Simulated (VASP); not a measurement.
# Quasiparticle energies of AlAs in VASP, part 2 of 8

Aim: the quasiparticle gap of AlAs, and what it costs to get it. The cell is of the zinc-blende type, one of the forms listed for this formula. The start is a cell from a database of measured crystal structures.

VASP 6.6.1, plane waves and PAW; the level of theory is named at each step.

So far, gap on the k-mesh (eV): step 2 (empty bands, functional PBE) 1.43.

## (3) evGW0

This step: evGW0 on PBE; plane waves and PAW (As_GW, Al_GW) (VASP 6.6.1).

The lowest NBANDSGW levels in G are updated for four passes while W stays fixed, so the result depends less on the starting levels.

INCAR

```
SYSTEM = AlAs
PREC = Accurate
ENCUT = 300
ISMEAR = 0
SIGMA = 0.01
LREAL = .FALSE.
GGA = PE
NBANDS = 296
ALGO = EVGW0
NELMGW = 4
ENCUTGW = 200
NOMEGA = 64
PRECFOCK = Fast
NBANDSGW = 16
LWAVE = .FALSE.
LCHARG = .FALSE.
```

POSCAR

```
AlAs
1.0
    0.0000000000      2.8304000000      2.8304000000
    2.8304000000      0.0000000000      2.8304000000
    2.8304000000      2.8304000000      0.0000000000
As Al
1 1
Direct
    0.7500000000      0.7500000000      0.7500000000
    0.0000000000      0.0000000000      0.0000000000
```

KPOINTS

```
Automatic mesh
0
Gamma
6 6 6
0 0 0
```

The projector-augmented-wave data sets are As_GW and Al_GW (PBE family, release 64).

On the command line:

```sh
$ mpirun -np 8 vasp_std
```

The program printed:

```text
[banner, memory and clock lines left out]
running    8 mpi-ranks, on    1 nodes
 distrk:  each k-point on    8 cores,    1 groups
 distr:  one band on    1 cores,    8 groups

 POSCAR found type information on POSCAR AsAl
 POSCAR found :  2 types and       2 ions
 [... a notice as in an earlier step ...]

|                                                                             |
|           W    W    AA    RRRRR   N    N  II  N    N   GGGG   !!!           |
|           W    W   A  A   R    R  NN   N  II  NN   N  G    G  !!!           |
|           W    W  A    A  R    R  N N  N  II  N N  N  G       !!!           |
|           W WW W  AAAAAA  RRRRR   N  N N  II  N  N N  G  GGG   !            |
|           WW  WW  A    A  R   R   N   NN  II  N   NN  G    G                |
|           W    W  A    A  R    R  N    N  II  N    N   GGGG   !!!           |
|                                                                             |
|     The default for ENCUTGWSOFT is different in this version of VASP.       |
|     please manually set ENCUTGWSOFT =200 in the INCAR file.                 |
|                                                                             |

 LDA part: xc-table for (Slater+PW92), standard interpolation
 found WAVECAR, reading the header
 POSCAR, INCAR and KPOINTS ok, starting setup
 FFT: planning ... GRIDC
 FFT: planning ... GRID_SOFT
 FFT: planning ... GRID
 reading WAVECAR
 the WAVECAR file was read successfully
 initial charge from wavefunction
 available memory per node:     80.62 GB, setting MAXMEM to     82552

 The Fermi energy was updated, please check that it is located mid-gap
 values below the HOMO (VB) or above the LUMO (CB) will cause erroneous energies
 E-fermi :   4.1464

 calculate exact exchange contribution
 the WAVEDER file was read successfully
energies w=
    0.000    0.000    0.433    0.000    0.865    0.000    1.296    0.000
    1.723    0.000    2.146    0.000    2.566    0.000    2.980    0.000
    3.389    0.000    3.793    0.000    4.190    0.000    4.583    0.000
    4.969    0.000    5.351    0.000    5.728    0.000    6.100    0.000
    6.469    0.000    6.834    0.000    7.197    0.000    7.558    0.000
    7.918    0.000    8.277    0.000    8.636    0.000    8.997    0.000
    9.360    0.000    9.726    0.000   10.096    0.000   10.472    0.000
   10.854    0.000   11.243    0.000   11.642    0.000   12.052    0.000
   12.474    0.000   12.910    0.000   13.363    0.000   13.834    0.000
   14.327    0.000   14.844    0.000   15.389    0.000   15.965    0.000
   16.579    0.000   17.234    0.000   17.937    0.000   18.697    0.000
   19.521    0.000   20.421    0.000   21.411    0.000   22.506    0.000
   23.726    0.000   25.098    0.000   26.654    0.000   28.436    0.000
   30.500    0.000   32.921    0.000   35.803    0.000   39.290    0.000
   43.597    0.000   49.049    0.000   56.169    0.000   65.848    0.000
   79.745    0.000  101.344    0.000  139.408    0.000  224.075    0.000
 responsefunction array rank=     304
 LDA part: xc-table for (Slater+PW92), standard interpolation

 min. memory requirement per mpi rank    310.3 MB, per node   2482.1 MB

 allocating   8 responsefunctions rank=   304
 shmem allocating  64 responsefunctions rank=   304
 response function shared by NCSHMEM nodes    1
 Doing            8  frequencies on each core in blocks of           64
NQ=   1    0.0000    0.0000    0.0000,
|.........|.........|.........|.........|.........|.........|.........|.........
 performed        656000 updates of chi_q(r,r)
 total number of BLAS operations        420.39 Gflops
NQ=   2    0.1667    0.0000    0.0000,
|.........|.........|.........|.........|.........|.........|.........|.........
 performed       1956000 updates of chi_q(r,r)
 total number of BLAS operations       1325.61 Gflops
NQ=   3    0.3333    0.0000    0.0000,
|.........|.........|.........|.........|.........|.........|.........|.........
 performed       3256000 updates of chi_q(r,r)
 total number of BLAS operations       2182.39 Gflops
NQ=   4    0.5000    0.0000    0.0000,
|.........|.........|.........|.........|.........|.........|.........|.........
 performed       4328000 updates of chi_q(r,r)
 total number of BLAS operations       2817.41 Gflops
NQ=   5    0.1667    0.1667    0.0000,
|.........|.........|.........|.........|.........|.........|.........|.........
 performed       5628000 updates of chi_q(r,r)
 total number of BLAS operations       3722.62 Gflops
NQ=   6    0.3333    0.1667    0.0000,
|.........|.........|.........|.........|.........|.........|.........|.........
 performed       7742000 updates of chi_q(r,r)
 total number of BLAS operations       5184.99 Gflops
NQ=   7    0.5000    0.1667    0.0000,
|.........|.........|.........|.........|.........|.........|.........|.........
 performed       9856000 updates of chi_q(r,r)
 total number of BLAS operations       6637.43 Gflops
NQ=   8   -0.3333    0.1667    0.0000,
|.........|.........|.........|.........|.........|.........|.........|.........
 performed      11970000 updates of chi_q(r,r)
 total number of BLAS operations       8109.77 Gflops
NQ=   9   -0.1667    0.1667    0.0000,
|.........|.........|.........|.........|.........|.........|.........|.........
 performed      13781000 updates of chi_q(r,r)
 total number of BLAS operations       9371.08 Gflops
NQ=  10    0.3333    0.3333    0.0000,
|.........|.........|.........|.........|.........|.........|.........|.........
 performed      15081000 updates of chi_q(r,r)
 total number of BLAS operations      10319.77 Gflops
NQ=  11    0.5000    0.3333    0.0000,
|.........|.........|.........|.........|.........|.........|.........|.........
 performed      17195000 updates of chi_q(r,r)
 total number of BLAS operations      11742.61 Gflops
NQ=  12   -0.3333    0.3333    0.0000,
|.........|.........|.........|.........|.........|.........|.........|.........
 performed      19006000 updates of chi_q(r,r)
 total number of BLAS operations      12911.62 Gflops
NQ=  13    0.5000    0.5000    0.0000,
|.........|.........|.........|.........|.........|.........|.........|.........
 performed      19946000 updates of chi_q(r,r)
 total number of BLAS operations      13597.68 Gflops
NQ=  14    0.5000    0.3333    0.1667,
|.........|.........|.........|.........|.........|.........|.........|.........
 performed      22344000 updates of chi_q(r,r)
 total number of BLAS operations      15189.53 Gflops
NQ=  15   -0.3333    0.3333    0.1667,
|.........|.........|.........|.........|.........|.........|.........|.........
 performed      24591000 updates of chi_q(r,r)
[...]
total number of BLAS operations      16660.17 Gflops
NQ=  16   -0.3333    0.5000    0.1667,
|.........|.........|.........|.........|.........|.........|.........|.........
 performed      26412000 updates of chi_q(r,r)
 total number of BLAS operations      17885.46 Gflops
 resolving degeneracies of screened two electron integrals

 calculate QP shifts <psi_nk| G(iteration)W_0 |psi_nk>: iteration 2
 allocating   8 responsefunctions rank=   304
 shmem allocating  64 responsefunctions rank=   304
 response function shared by NCSHMEM nodes    1
 Doing            8  frequencies on each core in blocks of           64
NQ=   1    0.0000    0.0000    0.0000,
|.........|.........|.........|.........|.........|.........|.........|.........
 performed        656000 updates of chi_q(r,r)
 total number of BLAS operations        420.39 Gflops
NQ=   2    0.1667    0.0000    0.0000,
|.........|.........|.........|.........|.........|.........|.........|.........
 performed       1956000 updates of chi_q(r,r)
 total number of BLAS operations       1325.61 Gflops
NQ=   3    0.3333    0.0000    0.0000,
|.........|.........|.........|.........|.........|.........|.........|.........
 performed       3256000 updates of chi_q(r,r)
 total number of BLAS operations       2182.39 Gflops
NQ=   4    0.5000    0.0000    0.0000,
|.........|.........|.........|.........|.........|.........|.........|.........
 performed       4328000 updates of chi_q(r,r)
 total number of BLAS operations       2817.41 Gflops
NQ=   5    0.1667    0.1667    0.0000,
|.........|.........|.........|.........|.........|.........|.........|.........
 performed       5628000 updates of chi_q(r,r)
 total number of BLAS operations       3722.62 Gflops
NQ=   6    0.3333    0.1667    0.0000,
|.........|.........|.........|.........|.........|.........|.........|.........
 performed       7742000 updates of chi_q(r,r)
 total number of BLAS operations       5184.99 Gflops
NQ=   7    0.5000    0.1667    0.0000,
|.........|.........|.........|.........|.........|.........|.........|.........
 performed       9856000 updates of chi_q(r,r)
 total number of BLAS operations       6637.43 Gflops
NQ=   8   -0.3333    0.1667    0.0000,
|.........|.........|.........|.........|.........|.........|.........|.........
 performed      11970000 updates of chi_q(r,r)
 total number of BLAS operations       8109.77 Gflops
NQ=   9   -0.1667    0.1667    0.0000,
|.........|.........|.........|.........|.........|.........|.........|.........
 performed      13781000 updates of chi_q(r,r)
 total number of BLAS operations       9371.08 Gflops
NQ=  10    0.3333    0.3333    0.0000,
|.........|.........|.........|.........|.........|.........|.........|.........
 performed      15081000 updates of chi_q(r,r)
 total number of BLAS operations      10319.77 Gflops
NQ=  11    0.5000    0.3333    0.0000,
|.........|.........|.........|.........|.........|.........|.........|.........
 performed      17195000 updates of chi_q(r,r)
 total number of BLAS operations      11742.61 Gflops
NQ=  12   -0.3333    0.3333    0.0000,
|.........|.........|.........|.........|.........|.........|.........|.........
 performed      19006000 updates of chi_q(r,r)
 total number of BLAS operations      12911.62 Gflops
NQ=  13    0.5000    0.5000    0.0000,
|.........|.........|.........|.........|.........|.........|.........|.........
 performed      19946000 updates of chi_q(r,r)
 total number of BLAS operations      13597.68 Gflops
NQ=  14    0.5000    0.3333    0.1667,
|.........|.........|.........|.........|.........|.........|.........|.........
 performed      22344000 updates of chi_q(r,r)
 total number of BLAS operations      15189.53 Gflops
NQ=  15   -0.3333    0.3333    0.1667,
|.........|.........|.........|.........|.........|.........|.........|.........
 performed      24591000 updates of chi_q(r,r)
 total number of BLAS operations      16660.17 Gflops
NQ=  16   -0.3333    0.5000    0.1667,
|.........|.........|.........|.........|.........|.........|.........|.........
 performed      26412000 updates of chi_q(r,r)
 total number of BLAS operations      17885.46 Gflops
 resolving degeneracies of screened two electron integrals

 calculate QP shifts <psi_nk| G(iteration)W_0 |psi_nk>: iteration 3
 allocating   8 responsefunctions rank=   304
 shmem allocating  64 responsefunctions rank=   304
 response function shared by NCSHMEM nodes    1
 Doing            8  frequencies on each core in blocks of           64
NQ=   1    0.0000    0.0000    0.0000,
|.........|.........|.........|.........|.........|.........|.........|.........
 performed        656000 updates of chi_q(r,r)
 total number of BLAS operations        420.39 Gflops
NQ=   2    0.1667    0.0000    0.0000,
|.........|.........|.........|.........|.........|.........|.........|.........
 performed       1956000 updates of chi_q(r,r)
 total number of BLAS operations       1325.61 Gflops
NQ=   3    0.3333    0.0000    0.0000,
|.........|.........|.........|.........|.........|.........|.........|.........
 performed       3256000 updates of chi_q(r,r)
 total number of BLAS operations       2182.39 Gflops
NQ=   4    0.5000    0.0000    0.0000,
|.........|.........|.........|.........|.........|.........|.........|.........
 performed       4328000 updates of chi_q(r,r)
 total number of BLAS operations       2817.41 Gflops
NQ=   5    0.1667    0.1667    0.0000,
|.........|.........|.........|.........|.........|.........|.........|.........
 performed       5628000 updates of chi_q(r,r)
 total number of BLAS operations       3722.62 Gflops
NQ=   6    0.3333    0.1667    0.0000,
|.........|.........|.........|.........|.........|.........|.........|.........
 performed       7742000 updates of chi_q(r,r)
 total number of BLAS operations       5184.99 Gflops
NQ=   7    0.5000    0.1667    0.0000,
|.........|.........|.........|.........|.........|.........|.........|.........
 performed       9856000 updates of chi_q(r,r)
 total number of BLAS operations       6637.43 Gflops
NQ=   8   -0.3333    0.1667    0.0000,
|.........|.........|.........|.........|.........|.........|.........|.........
 performed      11970000 updates of chi_q(r,r)
 total number of BLAS operations       8109.77 Gflops
NQ=   9   -0.1667    0.1667    0.0000,
|.........|.........|.........|.........|.........|.........|.........|.........
 performed      13781000 updates of chi_q(r,r)
 total number of BLAS operations       9371.08 Gflops
NQ=  10    0.3333    0.3333    0.0000,
|.........|.........|.........|.........|.........|.........|.........|.........
 performed      15081000 updates of chi_q(r,r)
 total number of BLAS operations      10319.77 Gflops
NQ=  11    0.5000    0.3333    0.0000,
|.........|.........|.........|.........|.........|.........|.........|.........
 performed      17195000 updates of chi_q(r,r)
 total number of BLAS operations      11742.61 Gflops
NQ=  12   -0.3333    0.3333    0.0000,
|.........|.........|.........|.........|.........|.........|.........|.........
 performed      19006000 updates of chi_q(r,r)
 total number of BLAS operations      12911.62 Gflops
NQ=  13    0.5000    0.5000    0.0000,
|.........|.........|.........|.........|.........|.........|.........|.........
 performed      19946000 updates of chi_q(r,r)
 total number of BLAS operations      13597.68 Gflops
NQ=  14    0.5000    0.3333    0.1667,
|.........|.........|.........|.........|.........|.........|.........|.........
 performed      22344000 updates of chi_q(r,r)
 total number of BLAS operations      15189.53 Gflops
NQ=  15   -0.3333    0.3333    0.1667,
|.........|.........|.........|.........|.........|.........|.........|.........
 performed      24591000 updates of chi_q(r,r)
 total number of BLAS operations      16660.17 Gflops
NQ=  16   -0.3333    0.5000    0.1667,
|.........|.........|.........|.........|.........|.........|.........|.........
 performed      26412000 updates of chi_q(r,r)
 total number of BLAS operations      17885.46 Gflops
 resolving degeneracies of screened two electron integrals

 calculate QP shifts <psi_nk| G(iteration)W_0 |psi_nk>: iteration 4
 entering main loop
```

It took 30 min on 8 MPI ranks of AMD EPYC 7R43, shared host; peak memory 2.7 GiB.

(Part 2 of 8 ends here.)

[Lines on the potential files, build, host, timing and source positions are cut from VASP's logs without a mark.]

[Logs are printed without paths, hosts, clocks, repeated set-up lines and the standing remarks that a program may print on its own settings, such as how far it seeks lower states.]

[Hosts, paths, dates, database ids (printed as entryN), source tags and the programs' standing remarks are cut or masked in the printed files.]

[Pressures printed for these runs are not shown converged in the cutoff: they can be off by several GPa and have the wrong sign.]

[In band tables of VASP the shares of atoms and orbitals are scaled to a sum of 1 inside the atoms' spheres.]
